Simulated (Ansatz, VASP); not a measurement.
In in VASP and in Ansatz

```xyz
1
Lattice="-1.9018 1.9018 1.9018 1.9018 -1.9018 1.9018 1.9018 1.9018 -1.9018" Properties=species:S:1:pos:R:3 pbc="T T T"
In    0.0000    0.0000    0.0000
```

Alike in both runs: task relaxation of cell and atoms; functional PBE; k mesh 16 × 16 × 16; occupations fermi-dirac, width 0.08 eV; no spin polarisation.

|  | VASP | Ansatz |
| --- | --- | --- |
| version | VASP 6.6.1 | Ansatz 0.2.0 |
| potentials or method | VASP PAW PBE potentials, release 64 (In_d) | PAW with Ansatz's default frozen-core files, scalar-relativistic |
| plane-wave cutoff (eV) | 600 | 420 |
| valence electrons in the cell | 13 | 13 |

|  | VASP | Ansatz | Ansatz less VASP |
| --- | --- | --- | --- |
| relaxed volume (Å³/atom) | 27.86 | 27.85 | -0.009 |
| relaxed cell length with the largest relative difference (Å) | 3.308 | 3.307 | -0.0003 |
